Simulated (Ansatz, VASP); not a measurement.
# Cross-check of BN between VASP and Ansatz

Wanted: the spread between two codes on one cell, functional and k mesh.

Calculated with Ansatz 0.2.0; plane waves, with VASP 6.6.1 beside it; single point at PBE.

The database entry behind the starting cell has ideal inner coordinates that were not refined, so it need not match the best structure at ambient conditions.

## 1. The starting structure

It takes space group P6_3mc (No. 186, hexagonal). The conventional cell has a = 2.536 Å, b = 2.536 Å, c = 4.199 Å, α = 90.00°, β = 90.00°, γ = 120.00°. N has 4 B at 1.56 to 1.57 Å nearest. B has 4 N at 1.56 to 1.57 Å nearest. Farther neighbours and most contacts between anions are not listed.

Coordinates:

```
N B
1.0
     2.53600    0.00000    0.00000
    -1.26800    2.19624    0.00000
     0.00000    0.00000    4.19900
N B
2 2
Direct
  0.33333 0.66667 0.87500
  0.66667 0.33333 0.37500
  0.33333 0.66667 0.50000
  0.66667 0.33333 0.00000
```

## 2. Ansatz: single point, PBE

Ansatz runs on its default PAW (the set named soft_2) files.

A single point gives forces, pressure and levels at one fixed geometry, so differences don't come from the geometry; what else differs is listed under the comparison.

Input file input.yaml:

```yaml
crystal:
  lattice:
    - [2.536, 0.0, 0.0]
    - [-1.268, 2.196240424, 0.0]
    - [0.0, 0.0, 4.199]
  atoms:
    - { symbol: "N", position: [0.3333333333, 0.6666666667, 0.875] }
    - { symbol: "N", position: [0.6666666667, 0.3333333333, 0.375] }
    - { symbol: B, position: [0.3333333333, 0.6666666667, 0.5] }
    - { symbol: B, position: [0.6666666667, 0.3333333333, 0.0] }
hamiltonian:
  xc: pbe
  pseudopotentials: { kind: paw }
kpoints:
  mp_grid: { grid: [8, 8, 5] }
scf:
  occupations: { method: gaussian, width: 0.01 }
  n_extra_bands: 5
output:
  forces: true
  stress: true
  eigenvalues: true
```

Started as:

```
ansatz run input.yaml --threads 2 --pin off --max-ram 4608MiB --backend cpu --events-out ev --progress --plain --runs-dir out
```

Numbers of over 12 decimals in the logs are rounded to 6 here.

The log of the run:

```text
scf.n_extra_bands = 5 over 8 filled bands (N_el = 16.0): the run solves 13 bands
Engine: ansatz 0.2.0, aarch64-unknown-linux-gnu
Pseudopotentials: kind: paw
Pseudopotential: N, paw, valence charge 5, recommended cutoff 420 eV (normal), N.paw.azcp
Pseudopotential: B, paw, valence charge 3, recommended cutoff 420 eV (normal), B.paw.azcp
Functional definition: PBE
  parameter kappa = 0.804
  parameter beta = 0.066725
  exchange = pbe_x(kappa = kappa, mu = beta*pi^2/3)
  correlation = pbe_c(beta = beta)
Crystal: 4 atoms, lattice volume = 23.387 Å³
Basis set: ecut = 420 eV, 465 PW (Γ), exchange–correlation on 36×36×60 points (8 copies of the dense FFT grid, shifted against one another)
Bands: 13, of which v1, the nominal top of the filled ones, is band 8 counted from 1 (7 counted from 0)
Symmetry: 12 space group operations
Space group: P63mc (ITA 186), of the structure as read, at distance tolerance 2.9e-5 Å
k-points: 30 of 320 (time reversal used)
Non-local potential: N, projectors of the file, l = 0: 2, l = 1: 2, l = 2: 1
Non-local potential: B, projectors of the file, l = 0: 2, l = 1: 2, l = 2: 1
PAW form: soft (Blöchl's): semilocal exchange-correlation on the pseudo side does not see the compensation charge
PAW one-centre angular grid: N, 110 points (default); XC on 64 Gauss nodes
PAW one-centre angular grid: B, 110 points (default); XC on 64 Gauss nodes
Initial density: superposition of atomic densities (neutral atoms: chi_scale 0, normalization atom), corrected by the library's trained network
Initial wavefunctions: pseudopotential atomic-orbital guess
Functional: x = pbe(κ = 0.804, μ = 0.219515), c = pbe(β = 0.066725)
SCF iter   1: F=—  HF=-1084.470281 eV  |F-HF|=—  |Δ(HF+E_count)|=         —  Δρ=2.98e-3  dr2=1.06e-3  ethr=1.77e-3  ⟨swp⟩=5.1  Hψ=2123  notcnv=0
preconditioner: auto → none  [insulator: Δε(μ)=5.521 eV  Ē_g=18.375 eV  σ=0.010 eV  W_gap=1.00  n_scr=2 (ndim 8)  ℏωp=30.7 eV  f_vac=0.000  D(μ)=0.00/eV (n_scr^D=0)  ε∞_Penn≈3.8]
SCF iter   2: F=—  HF=-1084.470473 eV  |F-HF|=—  |Δ(HF+E_count)|=   1.92e-4  Δρ=1.05e-3  dr2=1.28e-4  ethr=6.64e-6  ⟨swp⟩=2.4  Hψ=961  notcnv=0  defer=30
SCF iter   3: F=—  HF=-1084.470594 eV  |F-HF|=—  |Δ(HF+E_count)|=   1.21e-4  Δρ=5.18e-4  dr2=1.87e-5  ethr=8.01e-7  ⟨swp⟩=2.8  Hψ=642  notcnv=0  defer=30
SCF iter   4: F=—  HF=-1084.470649 eV  |F-HF|=—  |Δ(HF+E_count)|=   5.45e-5  Δρ=1.37e-4  dr2=1.38e-6  ethr=1.17e-7  ⟨swp⟩=2.4  Hψ=585  notcnv=0  defer=30
iter 5 did not close the SCF: its close was put off for the readings that it lacked (scf_convergence_deferred on its scf_iter line)
SCF iter   5: F=-1084.470653 eV  HF=-1084.470653 eV  |F-HF|=8.54e-8  |Δ(HF+E_count)|=   4.36e-6  Δρ=1.91e-5  dr2=2.61e-8  ethr=8.63e-9  ⟨swp⟩=2.2  Hψ=592  notcnv=0  defer=30
SCF iter   6: F=-1084.470653 eV  HF=-1084.470653 eV  |F-HF|=4.41e-10  |Δ(HF+E_count)|=   9.26e-8  Δρ=1.56e-6  dr2=2.18e-10  ethr=1.63e-10  ⟨swp⟩=5.0  Hψ=1674  notcnv=0
SCF 1 converged in 6 iterations: F = -1084.470653 eV  dr2 = 2.18e-10
  greatest PAW one-centre occupation: 0.789 electrons in one spin orbital (limit 2), on the N atom at site 1 (counted from 0), in its partial waves of l = 0
SCF converged after 6 iterations
Free energy (F): -1084.470653 eV
Harris-Foulkes:  -1084.470653 eV  (|F-HF|=4.41e-10)
Internal energy: -1084.470653 eV  (E = F + TS)
E sigma→0 (E₀):  -1084.470653 eV
Fermi energy:    14.263541 eV
--- Per-component energies (eV) ---
  E_band       = 54.697433
  E_kinetic    = 372.608429
  E_local      = -350.531044  (includes V_loc(G=0)·N_el)
  E_nonlocal   = 113.401343
  E_hartree    = 98.593592
  E_xc         = -187.253930
  E_vxc        = -232.936551  (∫ρ·V_xc dr)
  E_paw        = -413.032876  (= ΣΔE_a)
  E_vpaw       = -45.032142  (= ΣTr[D̂ρ^β])
  E_aug_tail   = 0.000204  (compensation charges beyond the density's cutoff)
  E_ewald      = -718.256371
  E_smearing   = -0.000000  (= −TS)
  E_closure    = -0.000000  (closes the sum)
  Σ components = -1084.470653   (vs F -1084.470653, Δ=0.00e0)
--- Forces (eV/Å), atoms counted from 1 ---
  atom   1  N     -0.00000000     0.00000000    -0.05517041
  atom   2  N      0.00000000    -0.00000000    -0.05517041
  atom   3  B      0.00000000    -0.00000000     0.05517358
  atom   4  B      0.00000000     0.00000000     0.05517358
  max |Σ_I F_I| component: 6.33e-6 eV/Å
--- Stress (GPa, compression-positive) ---
        8.378291       0.000000       0.000000
       -0.000000       8.378291       0.000000
        0.000000       0.000000       7.209119
  P = ⅓ Tr σ = 7.9886 GPa (79.886 kbar)
--- Band table (eV; the first three rows and the last of 30) ---
  k-point 0: bands = [... 4 lower, 9.3607, 11.2474, 11.4941, 11.4941, 19.9483, 19.9483, 20.1246, 21.1761, ... 1 higher]
  k-point 1: bands = [... 4 lower, 9.5297, 9.9836, 11.2438, 11.2438, 20.2336, 20.2336, 20.6221, 21.1648, ... 1 higher]
  k-point 2: bands = [... 4 lower, 10.0000, 10.0000, 10.6481, 10.6481, 21.0033, 21.0033, 21.0459, 21.1359, ... 1 higher]
  k-point 29: bands = [... 4 lower, 3.9506, 4.9041, 7.9981, 8.4264, 19.8696, 21.0388, 21.5277, 23.2075, ... 1 higher]
```

The job ended after 4 s (2 threads of Arm Neoverse N1, shared host; peak memory 0.26 GiB; 1.9 s of CPU time).

The run ends at a pressure of 7.99 GPa, with forces up to 0.055 eV/Å.

## 3. VASP: single point, PBE

The same cell, functional, mesh and smearing now go to VASP, with its own data sets and cutoff.

Lines of VASP's logs that name or quote its potential files are left out, and so is its time.

Input file INCAR:

```
SYSTEM = BN
PREC = Accurate
ENCUT = 520
EDIFF = 1E-07
NELM = 100
ISMEAR = 0
SIGMA = 0.01
LREAL = .FALSE.
ALGO = Normal
GGA = PE
NBANDS = 14
LORBIT = 11
LWAVE = .FALSE.
LCHARG = .FALSE.
KPAR = 2
```

Input file POSCAR:

```
BN
1.0
    2.5360000000      0.0000000000      0.0000000000
   -1.2680000000      2.1962404240      0.0000000000
    0.0000000000      0.0000000000      4.1990000000
N B
2 2
Direct
    0.3333333333      0.6666666667      0.8750000000
    0.6666666667      0.3333333333      0.3750000000
    0.3333333333      0.6666666667      0.5000000000
    0.6666666667      0.3333333333      0.0000000000
```

Input file KPOINTS:

```
Automatic mesh
0
Gamma
8 8 5
0 0 0
```

Potentials, in the order of the species: N and B (PBE family, release 64).

Started as:

```
mpirun -np 2 vasp_std
```

The log of the run:

```text
[banner, memory and clock lines left out]
running    2 mpi-ranks, on    1 nodes
 distrk:  each k-point on    1 cores,    2 groups
 distr:  one band on    1 cores,    1 groups

 POSCAR found type information on POSCAR N B
 POSCAR found :  2 types and       4 ions
 LDA part: xc-table for (Slater+PW92), standard interpolation
 POSCAR, INCAR and KPOINTS ok, starting setup
 FFT: planning ... GRIDC
 FFT: planning ... GRID_SOFT
 FFT: planning ... GRID
 WAVECAR not read
 entering main loop
       N       E                     dE             d eps       ncg     rms          rms(c)
DAV:   1     0.421708407704E+02    0.42171E+02   -0.84782E+03   848   0.111E+03
DAV:   2    -0.343181507285E+02   -0.76489E+02   -0.71944E+02  1146   0.249E+02
DAV:   3    -0.367856641483E+02   -0.24675E+01   -0.24601E+01  1158   0.429E+01
DAV:   4    -0.367961746499E+02   -0.10511E-01   -0.10509E-01   900   0.303E+00
DAV:   5    -0.367962580096E+02   -0.83360E-04   -0.83358E-04  1098   0.240E-01    0.958E+00
DAV:   6    -0.349955750002E+02    0.18007E+01   -0.35744E+00  1062   0.156E+01    0.459E+00
DAV:   7    -0.348486696629E+02    0.14691E+00   -0.28627E-01  1002   0.463E+00    0.276E+00
DAV:   8    -0.348194480249E+02    0.29222E-01   -0.63871E-02   912   0.219E+00    0.244E-01
DAV:   9    -0.348183936661E+02    0.10544E-02   -0.22983E-03  1098   0.510E-01    0.131E-01
DAV:  10    -0.348186461685E+02   -0.25250E-03   -0.40878E-04  1008   0.178E-01    0.261E-02
DAV:  11    -0.348186521088E+02   -0.59403E-05   -0.50712E-05  1086   0.625E-02    0.142E-02
DAV:  12    -0.348186532498E+02   -0.11410E-05   -0.70939E-06  1038   0.260E-02    0.201E-03
DAV:  13    -0.348186533693E+02   -0.11956E-06   -0.19982E-07   906   0.489E-03    0.874E-04
DAV:  14    -0.348186533804E+02   -0.11090E-07   -0.12309E-08   528   0.132E-03
   1 F= -.34818653E+02 E0= -.34818653E+02  d E =-.117565E-18
```

Parts of OUTCAR (step 3):

```text
ion  position               nearest neighbor table
   1  0.333  0.667  0.875-   4 1.56   4 1.56   4 1.56   3 1.57
   2  0.667  0.333  0.375-   3 1.56   3 1.56   3 1.56   4 1.57
   3  0.333  0.667  0.500-   2 1.56   2 1.56   2 1.56   1 1.57
   4  0.667  0.333  0.000-   1 1.56   1 1.56   1 1.56   2 1.57

  LATTYP: Found a hexagonal cell.
 ALAT       =     2.5360000000
 C/A-ratio  =     1.6557570978

 Subroutine GETGRP returns: Found 12 space group operations
 (whereof  6 operations were pure point group operations)

The static configuration has the point symmetry C_3v.
 The point group associated with its full space group is C_6v.

 Found     30 irreducible k-points:

   k-points           NKPTS =     30   k-points in BZ     NKDIM =     30   number of bands    NBANDS=     14

   dimension x,y,z NGX =    20 NGY =   20 NGZ =   32
   dimension x,y,z NGXF=    40 NGYF=   40 NGZF=   64

   ENCUT  =  520.0 eV  38.22 Ry    6.18 a.u.   4.72  4.72  7.81*2*pi/ulx,y,z

   NELECT =      16.0000    total number of electrons

 k-points in reciprocal lattice and weights: Automatic mesh
   0.00000000  0.00000000  0.00000000       0.003
   0.12500000  0.00000000  0.00000000       0.019
   0.25000000  0.00000000  0.00000000       0.019
   0.37500000  0.00000000  0.00000000       0.019
   0.50000000  0.00000000  0.00000000       0.009
   0.12500000  0.12500000  0.00000000       0.019
   0.25000000  0.12500000  0.00000000       0.038
   0.37500000  0.12500000  0.00000000       0.038
   0.25000000  0.25000000  0.00000000       0.019
[...]
0.25000000  0.25000000  0.40000000       0.038
   0.37500000  0.25000000  0.40000000       0.038

 average (electrostatic) potential at core
       1 -60.2686       2 -60.2686       3 -24.3387       4 -24.3387

 E-fermi :   7.7385

 k-point     1 :       0.0000    0.0000    0.0000
  band No.  band energies     occupation
    ...
      4       5.5467      2.00000
      5       5.5467      2.00000
      6       7.4310      2.00000
      7       7.6808      2.00000
      8       7.6808      2.00000
      9      16.1215      0.00000
     10      16.1215      0.00000
     11      16.3033      0.00000
     12      17.3704      0.00000
     13      18.6477      0.00000
    ...

 k-point     2 :       0.1250    0.0000    0.0000
  band No.  band energies     occupation
    ...
      4       4.0883      2.00000
      5       4.9516      2.00000
      6       6.4662      2.00000
      7       7.0921      2.00000
      8       7.3278      2.00000
      9      15.6797      0.00000
     10      16.7536      0.00000
     11      16.7704      0.00000
     12      18.3553      0.00000
     13      19.3696      0.00000
    ...

 k-point     3 :       0.2500    0.0000    0.0000
  band No.  band energies     occupation
    ...
      4       1.1842      2.00000
      5       3.8368      2.00000
      6       3.8997      2.00000
      7       6.0715      2.00000
      8       6.5178      2.00000
      9      15.0525      0.00000
     10      17.0988      0.00000
     11      17.8757      0.00000
     12      18.7877      0.00000
     13      20.1697      0.00000
    ...

  Total        1.2702707      1.2702707      1.0838521      0.0000000      0.0000000     -0.0000000
  in kB       87.0225574     87.0225574     74.2515658      0.0000000      0.0000000     -0.0000000
  external PRESSURE =      82.7655602 kB  Pullay stress =       0.0000000 kB

  energy-cutoff  :      520.00
  volume of cell :       23.39
      direct lattice vectors                 reciprocal lattice vectors
     2.536000000  0.000000000  0.000000000     0.394321767  0.227661778  0.000000000
    -1.268000000  2.196240424  0.000000000     0.000000000  0.455323556  0.000000000
     0.000000000  0.000000000  4.199000000     0.000000000  0.000000000  0.238151941

 POSITION                                       TOTAL-FORCE (eV/Angst)
 -----------------------------------------------------------------------------------
     -0.00000      1.46416      3.67413         0.000000     -0.000000     -0.058709
      1.26800      0.73208      1.57462        -0.000000      0.000000     -0.058709
     -0.00000      1.46416      2.09950         0.000000     -0.000000      0.058709
      1.26800      0.73208      0.00000        -0.000000     -0.000000      0.058709
 -----------------------------------------------------------------------------------
    total drift:                               -0.000000      0.000000     -0.000059

  FREE ENERGIE OF THE ION-ELECTRON SYSTEM (eV)
  ---------------------------------------------------
  free  energy   TOTEN  =       -34.8186533804 eV

  energy  without entropy=      -34.8186533804  energy(sigma->0) =      -34.81865338

 total charge
# of ion       s       p       d       tot
------------------------------------------
    1        1.216   2.773   0.000   3.990
    2        1.216   2.773   0.000   3.990
    3        0.681   1.373   0.000   2.053
    4        0.681   1.373   0.000   2.053
--------------------------------------------------
tot          3.794   8.291   0.000  12.086

[... 3 further parts left out ...]
```

The run ends at a pressure of 8.28 GPa, with forces up to 0.059 eV/Å.

## 4. Differences

Known differences besides the potentials themselves: the cutoff is 420 eV in Ansatz and 520 eV in VASP; VASP leaves aspherical gradient terms in its spheres out (LASPH is not set), Ansatz keeps them. Total energies have different zeros and are not compared.

Compared:

```
                                        quantity  Ansatz   VASP  difference
                                  pressure (GPa)    7.99   8.28       -0.29
pressure without Ansatz's Pulay correction (GPa)    6.92   8.28       -1.36
                          gap on the k mesh (eV)   5.539  5.521      +0.018
```

Forces (eV/Å; atoms numbered as in POSCAR):

```
atom        Ansatz x, y, z          VASP x, y, z
  N1  0.000, 0.000, -0.055  0.000, 0.000, -0.059
  N2  0.000, 0.000, -0.055  0.000, 0.000, -0.059
  B3   0.000, 0.000, 0.055   0.000, 0.000, 0.059
  B4   0.000, 0.000, 0.055   0.000, 0.000, 0.059
```

The forces differ by 2.0 meV/Å r.m.s., which is 6.0 % of the r.m.s. force of 0.03 eV/Å (both taken over all components). A gap on the mesh is an upper bound, since the band edges may lie between its points. Ansatz's pressure holds a Pulay correction of 1.07 GPa; VASP's holds none.

## 5. Further runs

Further runs change the set-up of one program: Ansatz's method, potentials or start, or VASP's data sets, cutoff or form of LDA. The table gives Ansatz less VASP for each quantity, since a change that brings one quantity closer may part another.

```
                              run  r.m.s. force difference (meV/Å)  pressure (GPa)  gap on the k mesh (eV)
                         as above                              2.0           -0.29                   0.018
Ansatz's all-electron LAPW method                              2.3           -0.29                  0.0079
```

## 6. Outcome

* r.m.s. force difference (single point, PBE): 2.0 meV/Å

**Reading.** The r.m.s. force difference is 2.0 meV/Å (single point, PBE), within the 12 meV/Å picked in this series as the mark of a large difference. Single point, PBE, Ansatz's all-electron LAPW method: the difference in gap on the k mesh goes from 0.018 to 0.0079 eV. Such differences can come from data sets, numerical settings and the points named under the comparisons, not from the functional's error against experiment.

[Lines on the potential files, build, host, timing and source positions are cut from VASP's logs without a mark.]

[Logs are printed without paths, hosts, clocks, repeated set-up lines and the standing remarks that a program may print on its own settings, such as how far it seeks lower states.]

[Hosts, paths, dates, database ids (printed as entryN), source tags and the programs' standing remarks are cut or masked in the printed files.]
